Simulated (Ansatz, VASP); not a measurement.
## Ag in VASP and in Ansatz

INCAR

```
PREC = Accurate
ENCUT = 520
EDIFF = 1E-7
ISMEAR = -1
SIGMA = 0.05
LREAL = F
LASPH = T
NELM = 100
ALGO = Normal
ISIF = 2
LWAVE = F
LCHARG = F
GGA = PS
NBANDS = 30
```

Contents of KPOINTS:

```
Automatic mesh
0
Gamma
  11 11 3
```

Contents of POSCAR:

```
Ag
1.0
    2.9428065281      0.0000000000      0.0000000000
   -1.4714032640      2.5485452117      0.0000000000
    0.0000000000      0.0000000000     10.1961282242
Ag
4
Direct
    0.0000000000      0.0000000000      0.5000000000
    0.0000000000      0.0000000000      0.0000000000
    0.6666666667      0.3333333333      0.7500000000
    0.3333333333      0.6666666667      0.2500000000
```

File input.yaml:

```yaml
crystal:
  lattice:
    - [2.9428065281, 0.0, 0.0]
    - [-1.471403264, 2.5485452117, 0.0]
    - [0.0, 0.0, 10.1961282242]
  atoms:
    - { symbol: Ag, position: [0.0, 0.0, 0.5] }
    - { symbol: Ag, position: [0.0, 0.0, 0.0] }
    - { symbol: Ag, position: [0.6666666667, 0.3333333333, 0.75] }
    - { symbol: Ag, position: [0.3333333333, 0.6666666667, 0.25] }
hamiltonian:
  xc: pbesol
  pseudopotentials: { kind: paw }
kpoints:
  mp_grid: { grid: [11, 11, 3] }
scf:
  occupations: { method: fermi_dirac, width: 0.05 }
output:
  forces: true
  stress: true
  eigenvalues: true
```

Change from the starting cell: volume scaled by 1.06.

Alike in both runs: task single point; functional PBEsol; k mesh 11 × 11 × 3; occupations fermi-dirac, width 0.05 eV; no spin polarisation.

|  | VASP | Ansatz |
| --- | --- | --- |
| version | VASP 6.6.1 | Ansatz 0.2.0 |
| potentials or method | VASP PAW PBE potentials, release 64 (Ag) | Ansatz PAW |
| plane-wave cutoff (eV) | 520 | 420 |
| valence electrons in the cell | 44 | 76 |

VASP gave:

| Item | Value |
| --- | --- |
| gap on the k mesh at the Fermi level (eV) | none |
| pressure (GPa) | -10.7 |
| largest component of the traceless stress (GPa) | 1.48 |

Problem. Which values does Ansatz return?

Solution. gap on the k mesh at the Fermi level (eV): none; pressure (GPa): -10.7; largest component of the traceless stress (GPa): 1.49.

A gap of «none» marks a metal or a gap that the smearing closes. With one functional, cell and mesh, what is left measures potentials, basis and numerics. The two sets of potentials don't hold the same shells in valence.

Caveats: the PAW data sets were made with another functional, which shifts forces and pressure a little (VASP); the PAW data sets come from PBE, with cores solved anew for the run's functional, which leaves a small shift of forces and pressure (Ansatz).
